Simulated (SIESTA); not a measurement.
# Si2W under changes of volume

One of the cells (13.479 Å³/atom); the others are scaled copies at fixed shape and fractional positions:

```
W Si
1.0
    -1.60690    1.60690    3.91495
     1.60690   -1.60690    3.91495
     1.60690    1.60690   -3.91495
W Si
1 2
Direct
  0.00000 0.00000 0.00000
  0.66530 0.66530 0.00000
  0.33470 0.33470 0.00000
```

| Property | Result |
| --- | --- |
| Program | SIESTA 5.4.2 |
| Functional | PBE |
| Potentials or basis | PseudoDojo 0.4 standard (PBE files) |
| Basis | DZP (energy shift 0.01 Ry) |
| Grid cutoff | 800 Ry |
| Energy shift | 0.01 Ry |
| k mesh | 8 × 8 × 8 |
| Occupations | fermi-dirac, width 0.05 eV |
| Spin | no spin polarisation |

| volume (Å³/atom) | energy over the lowest point (meV/atom) | pressure (GPa) | largest force (eV/Å) |
| --- | --- | --- | --- |
| 12.670 | 72.19 | 22.0 | 0.247 |
| 12.939 | 40.44 | 15.9 | 0.182 |
| 13.209 | ? | ? | ? |
| 13.479 | 5.34 | 5.5 | 0.054 |
| 13.748 | 0.00 | 1.0 | 0.006 |
| 14.018 | 2.00 | -3.2 | 0.047 |
| 14.287 | 10.58 | -6.9 | 0.100 |

Question: What does the run at 13.209 Å³/atom give?

Answer: Energy over the lowest point 18.52 meV/atom; pressure 10.3 GPa; largest force 0.116 eV/Å.

Worked out: A Birch-Murnaghan fit of order 3 (a polynomial in V^(-2/3)) to the other rows has its minimum at 13.80 Å³/atom with B0 = V·E''(V) = 215 GPa and B' = 4.0 at fixed shape and positions, which overstates the stiffness. It gives 18.46 meV/atom at 13.209 Å³/atom, against the run's 18.52, and -dE/dV = 10.4 GPa, against 10.3.

Energies are extrapolated to zero smearing.

Caveats: semicore shells carry a single zeta, which can move pressures by several GPa and volumes by a few percent; the basis of atomic orbitals isn't converged, which shifts pressures, moduli and gaps.
